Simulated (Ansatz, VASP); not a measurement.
# One calculation of Hf, two programs

```
Hf
1.0
    -1.76635    1.76635    1.76635
     1.76635   -1.76635    1.76635
     1.76635    1.76635   -1.76635
Hf
1
Direct
  0.00000 0.00000 0.00000
```

Alike in both runs: task single point; functional PBEsol; k mesh 16 × 16 × 16; occupations gaussian, width 0.1 eV; no spin polarisation.

|  | VASP | Ansatz |
| --- | --- | --- |
| version | VASP 6.6.1 | Ansatz 0.2.0 |
| potentials or method | VASP PAW PBE potentials, release 64 (Hf_pv) | scalar-relativistic, plane waves, PAW |
| plane-wave cutoff (eV) | 520 | 420 |
| valence electrons in the cell | 10 | 26 |

Ansatz gave:

| Property | Result |
| --- | --- |
| gap on the k mesh at the Fermi level (eV) | none |
| pressure (GPa) | -3.7 |

Q: What did VASP give for the same quantities?

A: gap on the k mesh at the Fermi level (eV): none; pressure (GPa): -3.9.

A gap of «none» marks a metal or a gap that the smearing closes. The functional is the same, so the differences come from potentials, cutoffs and numerics. The two sets of potentials don't hold the same shells in valence.

Caveats: the PAW data sets were made with another functional, which shifts forces and pressure a little (VASP). Spin-orbit coupling is left out, which matters for the levels of Hf.
